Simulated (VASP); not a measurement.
# SnTe2 in VASP: one cell, several levels of theory, part 3 of 3

The system is SnTe2 built on the CdCl2 prototype, a generated structure that needn't be the ground state.

VASP 6.6.1, plane waves, PAW.

## Step 4: Single point with PBEsol

INCAR reads:

```
ENCUT = 520.000000
SIGMA = 0.020000
EDIFF = 1.00e-07
GGA = PS
PREC = Accurate
IBRION = -1
ISIF = 2
ISMEAR = -1
NBANDS = 20
NELM = 120
NSW = 0
LASPH = .TRUE.
LCHARG = .TRUE.
LELF = .TRUE.
LWAVE = .FALSE.
LREAL = .FALSE.
```

KPOINTS reads:

```
KPOINTS created by Atomic Simulation Environment
0
Gamma
8 8 8
0 0 0
```

KPOINTS_OPT reads:

```
special points
12
Reciprocal
0.0000000000 0.0000000000 0.0000000000 1
0.5000000000 0.0000000000 0.0000000000 1
0.5000000000 0.1911540932 -0.1911540932 1
0.8088459068 0.5000000000 0.1911540932 1
0.5000000000 0.5000000000 0.5000000000 1
0.3455770466 0.0000000000 -0.3455770466 1
0.6544229534 0.3455770466 0.0000000000 1
0.5000000000 0.5000000000 0.0000000000 1
0.6544229534 0.6544229534 0.1911540932 1
0.0000000000 0.1250000000 -0.1250000000 1
0.7779613161 0.3110193419 0.3110193419 1
0.6080960674 0.6080960674 0.1338078652 1
```

POSCAR reads:

```
Sn Te
 1.0000000000000000
     2.0883103829343739    1.2056865617386514    6.2909642583494847
    -2.0883103829343739    1.2056865617386514    6.2909642583494847
    -0.0000000000000000   -2.4113731234773019    6.2909642583494847
 Sn  Te
   1   2
Cartesian
  0.0000000000000000 -0.0000000000000000 -0.0000000000000000
  0.0000000000000000  0.0000000000000002  4.5552829180707963
  0.0000000000000000  0.0000000000000007 14.3176098569776542
```

Potentials: the recommended PBE PAW datasets, 26 valence electrons in the neutral cell.

Started as:

```console
$ mpirun -np 1 vasp_std
```

Standard output, without the iteration lines:

```text
POSCAR found type information on POSCAR SnTe
 POSCAR found :  2 types and       3 ions
 -----------------------------------------------------------------------------
|                                                                             |
|                                                                             |
|     You enforced a specific xc type in the INCAR file but a different       |
|     I HOPE YOU KNOW WHAT YOU ARE DOING!                                     |
|                                                                             |
 -----------------------------------------------------------------------------

 LDA part: xc-table for (Slater+PW92), standard interpolation
 POSCAR, INCAR and KPOINTS ok, starting setup
 FFT: planning ... GRIDC
 FFT: planning ... GRID_SOFT
 FFT: planning ... GRID
 WAVECAR not read
 entering main loop
 Start KPOINTS_OPT (optional k-point list driver)
k-point batch [1-12\12]
```

OSZICAR:

```text
N       E                     dE             d eps       ncg     rms          rms(c)
DAV:   1     0.181190908694E+03    0.18119E+03   -0.11566E+04  2620   0.135E+03
DAV:   2     0.786078280234E+01   -0.17333E+03   -0.16746E+03  2760   0.336E+02
DAV:   3    -0.108550175920E+02   -0.18716E+02   -0.18294E+02  3160   0.102E+02
DAV:   4    -0.116106584256E+02   -0.75564E+00   -0.74826E+00  3148   0.206E+01
DAV:   5    -0.116376264154E+02   -0.26968E-01   -0.26966E-01  3548   0.410E+00    0.720E+00
DAV:   6    -0.115782418723E+02    0.59385E-01   -0.11080E-01  3332   0.374E+00    0.457E+00
DAV:   7    -0.115674786391E+02    0.10763E-01   -0.59892E-02  3328   0.210E+00    0.281E-01
DAV:   8    -0.115661546208E+02    0.13240E-02   -0.76667E-03  3136   0.920E-01    0.235E-01
DAV:   9    -0.115661500214E+02    0.45994E-05   -0.70160E-04  2972   0.184E-01    0.536E-02
DAV:  10    -0.115661522740E+02   -0.22525E-05   -0.51152E-05  3124   0.388E-02    0.289E-02
DAV:  11    -0.115661551702E+02   -0.28963E-05   -0.52130E-06  2924   0.203E-02    0.395E-03
DAV:  12    -0.115661551463E+02    0.23968E-07   -0.34076E-07  3140   0.458E-03
   1 F= -.11566155E+02 E0= -.11564331E+02  d E =-.364864E-02
       N       E                     dE             ncg
DAV:   1     0.419120529296E+04   -0.75002E+04      484
DAV:   2     0.217732988302E+04   -0.20139E+04      496
DAV:   3     0.194902396159E+04   -0.22831E+03      588
DAV:   4     0.194067894392E+04   -0.83450E+01      580
DAV:   5     0.194035971117E+04   -0.31923E+00      668
DAV:   6     0.194035528100E+04   -0.44302E-02      604
DAV:   7     0.194035505897E+04   -0.22203E-03      700
DAV:   8     0.194035505688E+04   -0.20952E-05      620
DAV:   9     0.194035505679E+04   -0.82460E-07      412
```

Parts of OUTCAR:

```text
k-points           NKPTS =     65   k-points in BZ     NKDIM =     65   number of bands    NBANDS=     20

   NELECT =      26.0000    total number of electrons

   dimension x,y,z NGX =    50 NGY =   50 NGZ =   50
   dimension x,y,z NGXF=   100 NGYF=  100 NGZF=  100

  energy-cutoff  :      520.00
  volume of cell :       95.04
      direct lattice vectors                 reciprocal lattice vectors
     2.088310383  1.205686562  6.290964258     0.239428010  0.138233826  0.052986048
    -2.088310383  1.205686562  6.290964258    -0.239428010  0.138233826  0.052986048
     0.000000000 -2.411373123  6.290964258     0.000000000 -0.276467652  0.052986048

 k-points in reciprocal lattice and weights: KPOINTS created by Atomic Simulation Env
   0.00000000  0.00000000  0.00000000       0.002
   0.12500000  0.00000000  0.00000000       0.012
   0.25000000  0.00000000  0.00000000       0.012
   0.37500000  0.00000000 -0.00000000       0.012
   0.50000000  0.00000000  0.00000000       0.006
   0.12500000  0.12500000  0.00000000       0.012
   0.25000000  0.12500000 -0.00000000       0.023
   0.37500000  0.12500000 -0.00000000       0.023
[... 57 more k-points ...]

 E-fermi :   5.9483

 k-point     1 :       0.0000    0.0000    0.0000
  band No.  band energies     occupation
      1     -15.4489      2.00000
      2     -15.4489      2.00000
      3     -15.4264      2.00000
      4     -15.4210      2.00000
      5     -15.4210      2.00000
      6      -6.6026      2.00000
      7      -4.6264      2.00000
      8      -0.6290      2.00000
      9       5.2880      2.00000
     10       5.2880      2.00000
     11       5.3178      2.00000
     12       5.3178      2.00000
     13       5.8795      1.93800
     14       5.8868      1.91154
     15       8.3823      0.00000
     16       8.8543      0.00000
     17       8.8543      0.00000
     18      12.3432      0.00000
     19      12.3432      0.00000
     20      12.6908      0.00000

 k-point     2 :       0.1250    0.0000    0.0000
  band No.  band energies     occupation
      1     -15.4516      2.00000
      2     -15.4473      2.00000
      3     -15.4249      2.00000
      4     -15.4217      2.00000
      5     -15.4201      2.00000
      6      -6.4558      2.00000
      7      -4.5634      2.00000
      8      -0.5445      2.00000
      9       3.6844      2.00000
     10       4.3843      2.00000
     11       4.7963      2.00000
     12       5.3934      2.00000
     13       5.9980      0.15402
     14       7.0981      0.00000
     15       8.6346      0.00000
     16       9.1629      0.00000
     17       9.2490      0.00000
     18      11.9639      0.00000
     19      12.7264      0.00000
     20      13.0383      0.00000

 k-point     3 :       0.2500    0.0000    0.0000
  band No.  band energies     occupation
      1     -15.4588      2.00000
      2     -15.4444      2.00000
      3     -15.4254      2.00000
      4     -15.4191      2.00000
      5     -15.4169      2.00000
      6      -6.0317      2.00000
      7      -4.4268      2.00000
      8      -0.4901      2.00000
      9       2.3368      2.00000
     10       3.1470      2.00000
     11       4.2102      2.00000
     12       5.1360      2.00000
     13       5.4569      2.00000
     14       6.9184      0.00000
     15       9.1470      0.00000
     16      10.0537      0.00000
     17      10.2808      0.00000
     18      11.5483      0.00000
     19      12.8012      0.00000
     20      13.6115      0.00000

 k-point     4 :       0.3750    0.0000   -0.0000
  band No.  band energies     occupation
      1     -15.4663      2.00000
      2     -15.4427      2.00000
      3     -15.4275      2.00000
      4     -15.4145      2.00000
      5     -15.4125      2.00000
      6      -5.3994      2.00000
      7      -4.4017      2.00000
      8      -0.8831      2.00000
      9       1.8715      2.00000
     10       2.5531      2.00000
     11       3.7942      2.00000
     12       4.4967      2.00000
     13       4.8578      2.00000
     14       6.4798      0.00000
     15       8.6381      0.00000
     16      10.6378      0.00000
     17      11.2009      0.00000
     18      11.6001      0.00000
     19      13.5617      0.00000
     20      14.2445      0.00000

 k-point     5 :       0.5000    0.0000    0.0000
  band No.  band energies     occupation
      1     -15.4694      2.00000
      2     -15.4423      2.00000
      3     -15.4284      2.00000
      4     -15.4125      2.00000
      5     -15.4104      2.00000
      6      -4.7679      2.00000
      7      -4.7285      2.00000
      8      -1.1810      2.00000
      9       1.6136      2.00000
     10       2.9927      2.00000
     11       3.6471      2.00000
     12       3.6790      2.00000
     13       4.7476      2.00000
     14       6.3231      0.00000
     15       8.3290      0.00000
     16      10.8105      0.00000
     17      11.5620      0.00000
     18      11.6205      0.00000
     19      13.2766      0.00000
     20      14.9937      0.00000

 k-point     6 :       0.1250    0.1250    0.0000
  band No.  band energies     occupation
      1     -15.4516      2.00000
      2     -15.4473      2.00000
      3     -15.4249      2.00000
      4     -15.4217      2.00000
      5     -15.4201      2.00000
      6      -6.4421      2.00000
      7      -4.5997      2.00000
      8      -0.4901      2.00000
      9       3.6882      2.00000
     10       4.2896      2.00000
     11       4.6363      2.00000
     12       5.6142      2.00000
     13       6.1727      0.00003
     14       7.0144      0.00000
     15       8.3890      0.00000
     16       9.2594      0.00000
     17       9.2957      0.00000
     18      12.1063      0.00000
     19      12.5768      0.00000
     20      13.1106      0.00000

 k-point     7 :       0.2500    0.1250   -0.0000
  band No.  band energies     occupation
      1     -15.4558      2.00000
      2     -15.4459      2.00000
      3     -15.4229      2.00000
      4     -15.4228      2.00000
      5     -15.4173      2.00000
      6      -6.1440      2.00000
      7      -4.5206      2.00000
      8      -0.4051      2.00000
      9       2.7353      2.00000
     10       3.2236      2.00000
     11       4.3891      2.00000
     12       4.9231      2.00000
     13       6.0660      0.00556
     14       7.2567      0.00000
     15       9.0564      0.00000
     16       9.4882      0.00000
     17      10.0022      0.00000
     18      11.6971      0.00000
     19      12.4389      0.00000
     20      13.1615      0.00000

 k-point     8 :       0.3750    0.1250   -0.0000
  band No.  band energies     occupation
      1     -15.4618      2.00000
      2     -15.4451      2.00000
      3     -15.4249      2.00000
      4     -15.4188      2.00000
      5     -15.4131      2.00000
      6      -5.6019      2.00000
      7      -4.4213      2.00000
      8      -0.7020      2.00000
      9       2.3097      2.00000
     10       2.4149      2.00000
     11       3.7748      2.00000
     12       4.1542      2.00000
     13       5.4105      2.00000
     14       7.1191      0.00000
     15       9.3928      0.00000
     16       9.9428      0.00000
     17      10.6554      0.00000
     18      11.4837      0.00000
     19      12.7360      0.00000
     20      13.4061      0.00000

 k-point     9 :       0.5000    0.1250    0.0000
  band No.  band energies     occupation
      1     -15.4663      2.00000
      2     -15.4450      2.00000
      3     -15.4263      2.00000
      4     -15.4141      2.00000
      5     -15.4114      2.00000
      6      -4.9400      2.00000
      7      -4.5350      2.00000
      8      -1.1883      2.00000
      9       1.8129      2.00000
     10       2.7372      2.00000
     11       3.0876      2.00000
     12       4.0141      2.00000
     13       4.6047      2.00000
     14       6.9358      0.00000
     15       9.1317      0.00000
     16      10.2009      0.00000
     17      11.0925      0.00000
     18      11.6067      0.00000
     19      13.7109      0.00000
     20      13.9116      0.00000

 k-point    10 :      -0.3750    0.1250    0.0000
  band No.  band energies     occupation
      1     -15.4663      2.00000
      2     -15.4450      2.00000
      3     -15.4263      2.00000
      4     -15.4141      2.00000
      5     -15.4114      2.00000
      6      -5.0273      2.00000
      7      -4.4302      2.00000
      8      -1.1412      2.00000
      9       1.7456      2.00000
     10       2.4695      2.00000
     11       3.1440      2.00000
     12       3.8826      2.00000
     13       5.0140      2.00000
     14       6.9563      0.00000
     15       9.2210      0.00000
     16      10.1074      0.00000
     17      10.9953      0.00000
     18      11.9079      0.00000
     19      13.3338      0.00000
     20      14.1623      0.00000

[... the tables of k-points 11 to 65 left out ...]

  Total       -0.4094877     -0.4094877     -0.2698020      0.0000000      0.0000000      0.0000000
  in kB       -6.9032479     -6.9032479     -4.5483911      0.0000000      0.0000000      0.0000000
  external PRESSURE =      -6.1182956 kB  Pullay stress =       0.0000000 kB

 POSITION                                       TOTAL-FORCE (eV/Angst)
 -----------------------------------------------------------------------------------
      0.00000      0.00000      0.00000        -0.000000     -0.000000      0.000000
      0.00000      0.00000      4.55528         0.000000     -0.000000     -0.213937
      0.00000      0.00000     14.31761         0.000000      0.000000      0.213937
 -----------------------------------------------------------------------------------
    total drift:                                0.000000     -0.000000     -0.000000

  FREE ENERGIE OF THE ION-ELECTRON SYSTEM (eV)
  ---------------------------------------------------
  free  energy   TOTEN  =       -11.5661551463 eV

  energy  without entropy=      -11.5625065057  energy(sigma->0) =      -11.56433083
```

Hardware: 1 MPI rank of Intel Xeon 6975P-C, shared host.

The levels at the points of KPOINTS_OPT are read from vasprun.xml.

Levels at the named points, in eV from the top of band v (v: the last filled band by count, c: the next):

| point | v−1 | v | c | c+1 |
| --- | --- | --- | --- | --- |
| Γ | -0.98 | -0.42 | -0.41 | 2.08 |
| L | -2.62 | -1.55 | 0.02 | 2.03 |
| B1 | -1.73 | -1.50 | 0.44 | 2.52 |
| B | -1.73 | -1.50 | 0.44 | 2.52 |
| Z | -0.53 | -0.53 | 1.49 | 1.89 |
| X | -2.08 | -1.30 | 0.43 | 3.11 |
| Q | -2.08 | -1.30 | 0.43 | 3.11 |

With PBEsol the last filled band overlaps the next by 0.88 eV, so there is no gap. Pressure: -0.61 GPa, and the largest force is 0.214 eV/Å, on atom 2 (Te).

Axes a, b and c in the maps are those of this run's conventional cell (a, b, c = 4.177, 4.177, 18.873 Å).

Density in a lattice plane of the grid's cell (edges 4.18 and 18.87 Å, at 0.000 of the third edge), which holds Sn and Te.

Ten even steps from '0' (-0.37 e/Å³) to '9' (12.45 e/Å³):
```
000000
000000
000000
000000
000000
000000
000000
000000
000000
000000
000000
000000
000000
000000
000000
000000
000000
000000
000000
920002
```
Columns run along the first of these edges and rows up along the second, over one cell in 6 and 20 even steps from the bottom left corner. Atoms in the plane (fractional): Sn at (0.00, 0.00), Te at (1.00, 0.24), Te at (1.00, 0.76).

ELF in the same plane.

Values, 12 rows by 6 columns:
```
0.17 0.26 0.66 0.78 0.66 0.26
0.72 0.46 0.12 0.17 0.12 0.46
0.53 0.82 0.66 0.11 0.66 0.82
0.23 0.20 0.29 0.31 0.29 0.20
0.03 0.17 0.66 0.81 0.66 0.17
0.01 0.04 0.12 0.18 0.12 0.04
0.03 0.17 0.66 0.81 0.66 0.17
0.23 0.20 0.29 0.31 0.29 0.20
0.53 0.82 0.66 0.11 0.66 0.82
0.72 0.46 0.12 0.17 0.12 0.46
0.17 0.26 0.66 0.78 0.66 0.26
0.52 0.30 0.28 0.10 0.28 0.30
```
Columns run along the first of these edges and rows up along the second, over one cell in 6 and 12 even steps from the bottom left corner. Atoms in the plane (fractional): Sn at (0.00, 0.00), Te at (1.00, 0.24), Te at (1.00, 0.76).

Both are smooth fields of the valence electrons: close to the nuclei they are not physical.

Outside the cores ELF peaks at 0.89 beside Te, off the lines to its neighbours, 0.9 Å from Te; 0.86 in the shell around Te, 0.9 Å from Te.

## Step 5: Results

This closing draws on all 3 parts.

```
 level  gap (eV)  pressure (GPa)  largest force (eV/Å)  Ansatz: gap (eV)  Ansatz: pressure (GPa)  Ansatz: force (eV/Å)
   PBE     -0.85            1.92                 0.287             -0.84                    1.91                 0.275
   LDA     -0.87           -1.74                 0.159             -0.86                   -1.82                 0.149
PBEsol     -0.88           -0.61                 0.214             -0.88                   -0.66                 0.197
```

A negative gap is an overlap of bands.

**Reading.** No gap over 0.02 eV opens at any of these levels. Spin-orbit coupling is left out, though the cell holds Te (Z = 52); in an element this heavy it can shift bands and gaps by tenths of an eV. At this one volume the pressure spans -1.7 GPa (LDA) to 1.9 GPa (PBE): PBE wants the largest cell and LDA the smallest. Forces up to 0.29 eV/Å (PBE) show atoms off their equilibrium places at that level; the least is 0.159 eV/Å (LDA). The two programs agree on the overlap of the bands within 0.02 eV. The two codes have different PAW datasets and cutoffs. VASP's cell holds 26 valence electrons and Ansatz's 46. LDA means the Perdew–Zunger form in VASP and the Perdew–Wang form in Ansatz.
